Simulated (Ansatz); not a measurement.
A 2-atom cell of NaI started from a crystallographic database at its r2SCAN geometry, run in Ansatz at 4 levels of theory. Calculated for a static, non-magnetic cell.

The LDA input:
```yaml
crystal:
  lattice:
    - [0.0, 3.2296266398, 3.2296266398]
    - [3.2296266398, 0.0, 3.2296266398]
    - [3.2296266398, 3.2296266398, 0.0]
  atoms:
    - { symbol: Na, position: [0.0, 0.0, 0.0] }
    - { symbol: I, position: [0.5, 0.5, 0.5] }
kpoints:
  mp_grid: { grid: [8, 8, 8] }
  band_path:
    path:
      - [0.0, 0.0, 0.0]
      - [0.5, 0.0, 0.5]
      - [0.625, 0.25, 0.625]
      - [0.375, 0.375, 0.75]
      - [0.5, 0.5, 0.5]
      - [0.5, 0.25, 0.75]
    npoints: 1
hamiltonian:
  xc: lda
scf:
  occupations: { method: fixed }
  n_extra_bands: 4
output:
  forces: true
  stress: true
  eigenvalues: true
```

Main results, then, where recorded, the levels near the gap in eV from the Fermi energy (columns number the bands from 0), one row a point of the path (Γ, X, U, K, L, W):
```
Crystal: 2 atoms, lattice volume = 67.373 Å³
Symmetry: 48 space group operations
Space group: Fm-3m (ITA 225)
```
```
Basis set: ecut = 420 eV, 1363 PW (Γ)
k-points: 29 of 512
SCF 1 converged in 6 iterations: F = -8824.978810 eV  dr2 = 4.07e-9
Free energy (F): -8824.978810 eV
Fermi energy:    2.831768 eV
--- Stress (GPa, compression-positive) ---
       -1.560129       0.000000       0.000000
        0.000000      -1.560129       0.000000
        0.000000       0.000000      -1.560129
  P = ⅓ Tr σ = -1.5601 GPa (-15.601 kbar)
```
```tsv
band_10	band_11	band_12	band_13	band_14	band_15
0.000	0.000	0.000	3.349	7.837	7.837
-1.971	-0.770	-0.770	4.278	5.386	9.652
-1.699	-1.397	-0.621	5.012	6.534	8.536
-1.699	-1.397	-0.621	5.012	6.534	8.536
-2.262	-0.289	-0.289	4.868	7.317	7.317
-1.460	-1.460	-0.973	5.650	7.342	7.342
```

With LDA the gap is 3.35 eV and direct, at Γ.

Question: In the first input these blocks are replaced (the band path and keys that only write files left aside):
```yaml
hamiltonian:
  xc: pbe
scf:
  occupations: { method: fixed }
  n_extra_bands: 8
magnetization:
  noncollinear: true
  spin_orbit: true
```
What comes out?

Answer:
```
Basis set: ecut = 420 eV, 1363 PW (Γ)
k-points: 29 of 512
SCF 1 converged in 7 iterations: F = -9004.936917 eV  dr2 = 4.86e-9
Free energy (F): -9004.936917 eV
Fermi energy:    3.429211 eV
--- Stress (GPa, compression-positive) ---
        0.549740       0.000000       0.000000
        0.000000       0.549740       0.000000
        0.000000       0.000000       0.549740
  P = ⅓ Tr σ = 0.5497 GPa (5.497 kbar)
```
```tsv
band_20	band_21	band_22	band_23	band_24	band_25	band_26	band_27	band_28	band_29	band_30	band_31
-1.081	-1.081	0.000	0.000	0.000	0.000	3.323	3.323	7.612	7.612	7.612	7.612
-2.422	-2.422	-1.282	-1.282	-0.804	-0.804	4.166	4.166	5.216	5.216	9.505	9.505
-2.277	-2.277	-1.583	-1.583	-0.841	-0.841	4.884	4.884	6.354	6.354	8.363	8.363
-2.277	-2.277	-1.583	-1.583	-0.841	-0.841	4.884	4.884	6.354	6.354	8.363	8.363
-2.643	-2.643	-0.909	-0.909	-0.303	-0.303	4.762	4.762	7.122	7.122	7.147	7.147
-2.210	-2.210	-1.519	-1.519	-1.137	-1.137	5.497	5.497	7.083	7.083	7.245	7.245
```
PBE+SOC gives a direct gap of 3.32 eV at Γ. At this geometry PBE+SOC finds +0.55 GPa, compression counted positive: its own equilibrium volume is larger.

r2SCAN. Against the first input these blocks differ (the band path and keys that only write files left aside):
```yaml
hamiltonian:
  xc: r2scan
```

```
Basis set: ecut = 500 eV, 1687 PW (Γ)
k-points: 29 of 512
SCF 1 converged in 6 iterations: F = -9019.605030 eV  dr2 = 8.81e-9
Free energy (F): -9019.605030 eV
Fermi energy:    2.761983 eV
--- Stress (GPa, compression-positive) ---
        0.012302       0.000000       0.000000
        0.000000       0.012302       0.000000
        0.000000       0.000000       0.012302
  P = ⅓ Tr σ = 0.0123 GPa (0.123 kbar)
```
```tsv
band_10	band_11	band_12	band_13	band_14	band_15
0.000	0.000	0.000	4.449	8.540	8.540
-1.955	-0.768	-0.768	5.216	6.048	10.775
-1.682	-1.361	-0.621	5.896	7.301	9.427
-1.682	-1.361	-0.621	5.896	7.301	9.427
-2.209	-0.295	-0.295	5.704	8.097	8.097
-1.444	-1.444	-0.937	6.577	8.095	8.095
```

With r2SCAN the gap is 4.45 eV and direct, at Γ. The mean stress is close to zero (0.01 GPa).

r2SCANh. Against the first input these blocks differ (the band path and keys that only write files left aside):
```yaml
kpoints:
  mp_grid: { grid: [6, 6, 6] }
hamiltonian:
  xc: r2scanh
```

```
Basis set: ecut = 500 eV, 1687 PW (Γ)
k-points: 16 of 216
SCF 1 stopped early in 2 iterations: F = -9019.604878 eV  dr2 = 6.31e-4
SCF 2 converged in 5 iterations: F = -9019.580626 eV  dr2 = 5.67e-8
hybrid outer 1: dexx = +7.023e-5 eV, tail = 3.50e-7 eV
SCF 3 converged in 2 iterations: F = -9019.580627 eV  dr2 = 1.61e-9
hybrid outer 2: dexx = +1.196e-9 eV, tail = 5.95e-9 eV, Δε = 6.03e-4 eV
Free energy (F): -9019.580627 eV
Fermi energy:    2.386640 eV
--- Stress (GPa, compression-positive) ---
       -0.046916       0.000000       0.000000
        0.000000      -0.046916       0.000000
        0.000000       0.000000      -0.046916
  P = ⅓ Tr σ = -0.0469 GPa (-0.469 kbar)
```
```tsv
band_10	band_11	band_12	band_13	band_14	band_15
0.000	0.000	0.000	4.991	9.159	9.159
-2.035	-0.799	-0.799	5.795	6.613	11.400
-1.751	-1.413	-0.645	6.481	7.899	10.049
-1.751	-1.413	-0.645	6.481	7.899	10.049
-2.296	-0.307	-0.307	6.261	8.719	8.719
-1.502	-1.502	-0.970	7.186	8.698	8.698
```

r2SCANh gives a direct gap of 4.99 eV at Γ. The mean stress, 0.0 GPa, is small, and the program warns that its thresholds are loose for a hybrid's stress.

The hybrids run on coarser meshes, which limits their stresses and small splittings of levels.

Totals of different functionals, or with and without spin-orbit coupling, can't be compared.

Only the levels marked +SOC include spin-orbit coupling.
